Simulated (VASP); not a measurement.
Input of a VASP 6.6.1 run:

The input INCAR:

```
SYSTEM = SiC
PREC     = Accurate       ! precision mode
ENCUT    = 600            ! plane-wave cutoff, eV
EDIFF    = 1E-7           ! SCF threshold, eV
ISMEAR   = -1             ! smearing method
SIGMA    = 0.05           ! smearing width, eV
LREAL    = .False.        ! projectors in reciprocal space
LASPH    = .True.         ! aspherical terms in the spheres
NELM     = 80             ! most SCF steps
ALGO     = Normal         ! electronic algorithm
ISIF     = 3              ! what is computed and relaxed
LWAVE    = .False.        ! write WAVECAR
LCHARG   = .False.        ! write CHGCAR
METAGGA  = R2SCAN         ! meta-GGA
LMIXTAU  = .True.       
IBRION   = 2              ! ionic algorithm
NSW      = 60             ! ionic steps
EDIFFG   = -0.005         ! ionic threshold
PSTRESS  = 450
```

File KPOINTS:

```
regular mesh
0
Gamma
  13 13 13
  0 0 0
```

File POSCAR:

```
SiC
1.0
    0.0000000000      2.1800000000      2.1800000000
    2.1800000000      0.0000000000      2.1800000000
    2.1800000000      2.1800000000      0.0000000000
C Si
1 1
Direct
    0.2500000000      0.2500000000      0.2500000000
    0.0000000000      0.0000000000      0.0000000000
```

Potentials or basis: VASP PAW PBE potentials, release 64 (C, Si).

Command:

```console
$ cat potpaw_PBE.64/C/POTCAR potpaw_PBE.64/Si/POTCAR > POTCAR
$ mpirun -np 1 vasp_std > vasp.out
```

Question: What does it give for the relaxed cell?

Answer: a = 2.930 Å, b = 2.930 Å, c = 2.930 Å, α = 60.00°, β = 60.00°, γ = 60.00°.

Question: Predict the relaxed volume.

Answer: 8.89 Å³/atom.

Question: Estimate the space group after relaxing (to 0.05 Å).

Answer: F-43m (No. 216).

Step by step:
| step | energy change (eV) | largest force (eV/Å) | pressure (GPa) | volume (Å³) |
| --- | --- | --- | --- | --- |
| 1 | 0.0000 | 0.0000 | -0.92 | 20.72 |
| 2 | 4.0570 | 0.0000 | 244.91 | 13.03 |
| 3 | 0.2781 | 0.0000 | 38.77 | 18.07 |
| 4 | 0.3374 | 0.0000 | 43.59 | 17.84 |
| 5 | 0.3555 | 0.0000 | 45.01 | 17.78 |

Caveat: the cell is relaxed towards a set pressure, so the enthalpy falls and the energy may rise; the PAW data sets were made with another functional, which shifts forces and pressure a little.
